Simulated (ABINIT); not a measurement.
Crystal: NiO.

```
CELL_PARAMETERS angstrom
0.00000 2.08590 2.08590
2.08590 0.00000 2.08590
2.08590 2.08590 0.00000
ATOMIC_POSITIONS crystal
Ni 0.00000 0.00000 0.00000
O 0.50000 0.50000 0.50000
```

Program: ABINIT 10.8.3 (patched build). Alike in all runs: spin collinear, ferromagnetic start; cell as given; cutoff (eV) 1225; smearing fermi-dirac 0.05 eV.

**Question.** Order these runs on this cell by their pressure, lowest first.
A. level LDA; potentials or basis PseudoDojo NC SR LDA v0.4.1 standard; k mesh 8 × 8 × 8, with 4 shifts; bands in the sums 24; broadening (eV) 0.1; scissor shift (eV) 0; tensor components [11]
B. level PBEsol; potentials or basis PseudoDojo NC SR PBEsol v0.4.1 standard; k mesh 8 × 8 × 8
C. level PBEsol; potentials or basis PseudoDojo NC SR PBEsol v0.4.1 standard; k mesh 8 × 8 × 8, with 4 shifts; bands in the sums 24; broadening (eV) 0.2; scissor shift (eV) 0; tensor components [11]

**Answer.** A (-20.7 GPa), C (-13.2 GPa), B (-6.2 GPa).

Caveats: small starting moments can end in a higher magnetic state in this program; a cell with one magnetic atom can't hold antiferromagnetic order, which such compounds often take (some runs); Libxc's GGAs can fail where the two spin gradients oppose each other (some runs); so large a pressure means that the cell lies far from this level's equilibrium, or that cutoff or potentials fall short (some runs).

Runs at the PBE level aren't shown here.
